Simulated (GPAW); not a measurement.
Wanted: an ASE script for a GPAW 26.7.0 run.

```yaml
Task: G0W0 quasiparticle levels
Functional: LDA
Potentials_or_basis: the program's PAW data sets (release 1.2.1) made for this functional
Cutoff: 450 eV
Basis: pw
k_mesh: 4 × 4 × 4
Occupations: fermi-dirac, width 0.001 eV
Spin: no spin polarisation
Response_ecut: 150 eV
Frequency: ppa
Extrapolate: yes
Qp_bands: 2
Integrate_gamma: WS
Maxiter: 150
Vertex: none
All_k: no
Response_bands: 217
```

PbS (Galena):

```
Pb S
1.0
     0.00000    2.96575    2.96575
     2.96575    0.00000    2.96575
     2.96575    2.96575    0.00000
Pb S
1 1
Direct
  0.00000 0.00000 0.00000
  0.50000 0.50000 0.50000
```

These files were run (other wordings do the same):

run.py

```python
import json
import numpy as np
from ase import Atoms
from ase.dft.bandgap import bandgap
from ase.io import write
from gpaw import GPAW, PW
from gpaw.response.g0w0 import G0W0

atoms = Atoms(['Pb', 'S'],
              cell=[[0.0, 2.96575, 2.96575],
                    [2.96575, 0.0, 2.96575],
                    [2.96575, 2.96575, 0.0]],
              scaled_positions=[[0.0, 0.0, 0.0],
                                [0.5, 0.5, 0.5]],
              pbc=True)

calc = GPAW(mode=PW(450),
            xc='LDA',
            kpts={'size': (4, 4, 4), 'gamma': True},
            occupations={'name': 'fermi-dirac', 'width': 0.001},
            nbands=19,
            convergence={'density': 1e-06},
            maxiter=150,
            txt='gpaw.txt')
atoms.calc = calc
energy = atoms.get_potential_energy()
calc.write('gs.gpw')
write('result.traj', atoms)
print(f'Energy: {energy:.6f} eV')
print('Fermi level:', round(calc.get_fermi_level(), 4), 'eV')
print(f'Gap: {bandgap(calc)[0]:.4f} eV, direct: {bandgap(calc, direct=True)[0]:.4f} eV')

calc.diagonalize_full_hamiltonian(nbands=221)
calc.write('full.gpw', mode='all')

ibz = calc.get_ibz_k_points()
gap, vbm, cbm = bandgap(calc, output=None)
gap, direct, _ = bandgap(calc, direct=True, output=None)
gamma = int(np.abs(ibz).sum(1).argmin())
kpts = sorted({gamma, vbm[1], cbm[1], direct[1]})
gw = G0W0(calc='full.gpw',
          filename='gw',
          ecut=150,
          ecut_extrapolation=True,
          relbands=(-2, 2),
          kpts=kpts,
          integrate_gamma='WS',
          ppa=True)
gw.calculate()
results = {mode: {key: np.asarray(r[key]).tolist() for key in ['f', 'eps', 'vxc', 'exx', 'sigma', 'Z', 'qp', 'sigma_eskn']}
           for mode, r in gw.all_results.items()}
json.dump({'kpts': ibz[kpts].tolist(), 'results': results}, open('gw.json', 'w'))
for mode, r in results.items():
    f, qp = np.array(r['f']), np.array(r['qp'])
    print(mode, 'quasiparticle energies (eV):')
    print(qp.round(3))
    print(mode, 'gap:', round(qp[f < 0.5].min() - qp[f > 0.5].max(), 4), 'eV')
```

Potentials or basis: the program's PAW data sets (release 1.2.1) made for this functional, pw.

The run is started by

```sh
$ OMP_NUM_THREADS=1 python run.py
```

It gave:

```yaml
Band_gap_on_the_k_mesh_mean-field_level: 0.19 eV, direct
Quasiparticle_gap: 0.50 eV
Least_direct_quasiparticle_gap: 0.50 eV
```

Caveat: the k mesh is coarse (spacing up to 0.46 Å⁻¹), so the values aren't converged; the quasiparticle gap is taken among the few k points that were corrected; the long-wavelength limit can be off by a per cent or two; spin-orbit coupling is left out, which as a rule narrows the gap of such compounds by several tenths of an eV.

It took 7.5 min on 1 thread of Arm Neoverse V1 (shared host), peak memory 0.4 GiB.
